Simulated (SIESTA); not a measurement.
Crystal: Zn.

```xyz
2
Lattice="2.6700 0.0000 0.0000 -1.3350 2.3123 0.0000 0.0000 0.0000 4.9660" Properties=species:S:1:pos:R:3 pbc="T T T"
Zn    1.3350    0.7708    3.7245
Zn    0.0000    1.5415    1.2415
```

| Quantity | Value |
| --- | --- |
| Program | SIESTA 5.4.2 |
| Task | relaxation of cell and atoms |
| Functional | PBE |
| Potentials or basis | PseudoDojo 0.4 standard (PBE files) |
| Basis | DZP (energy shift 0.003 Ry; two zetas on semicore shells) |
| Grid cutoff | 800 Ry |
| Energy shift | 0.003 Ry |
| k mesh | 8 × 8 × 4 |
| Occupations | fermi-dirac, width 0.05 eV |
| Spin | no spin polarisation |

At the start: pressure -4.0 GPa; volume 15.33 Å³/atom.

Problem. Where does the relaxation end?

Solution. Over 23 steps the energy falls by 41.2 meV/atom and the volume is 14.56 Å³/atom (-5.0 %); space group P6_3/mmc (No. 194, to 0.05 Å).

Step by step:
```
step  energy change (eV)  largest force (eV/Å)  pressure (GPa)  volume (Å³)
   1              0.0000                0.0000           -3.98        30.66
   2             -0.0021                0.0000           -3.81        30.60
   3             -0.0388                0.0001           -0.17        29.25
   4             -0.0022                0.0000           -3.62        30.50
   5              0.1231                0.0002           -7.03        32.57
   6             -0.0297                0.0000            3.63        28.45
   7              0.2244                0.0001           -8.43        34.27
   8              0.0257                0.0000           -4.22        31.08
   9              0.0231                0.0000           -4.47        31.33
  10             -0.0528                0.0017           -2.53        30.00
  11             -0.0267                0.0001            3.19        28.64
  12             -0.0528                0.0015           -5.20        30.79
  13             -0.0594                0.0016            3.09        28.21
  14             -0.0105                0.0000           -4.95        31.17
  15             -0.0742                0.0000            1.28        28.85
  16             -0.0788                0.0006           -0.33        29.21
  17             -0.0726                0.0000           -0.17        29.15
  18             -0.0806                0.0003            0.16        29.03
  19             -0.0820                0.0001            0.11        29.12
  20             -0.0822                0.0002           -0.07        29.13
  21             -0.0824                0.0001            0.01        29.12
  22             -0.0824                0.0000           -0.04        29.13
  23             -0.0824                0.0001            0.02        29.12
```

Final structure:
```yaml
crystal:
  lattice:
    - [2.71619, -0.00003, 0.00000]
    - [-1.35812, 2.35228, 0.00000]
    - [0.00000, 0.00000, 4.55762]
  atoms:
    - { symbol: Zn, position: [0.66667, 0.33333, 0.75000] }
    - { symbol: Zn, position: [0.33333, 0.66667, 0.25000] }
```

Caveat: short orbitals over semicore shells can move pressures by several GPa; the basis of atomic orbitals isn't converged, which shifts pressures, moduli and gaps.
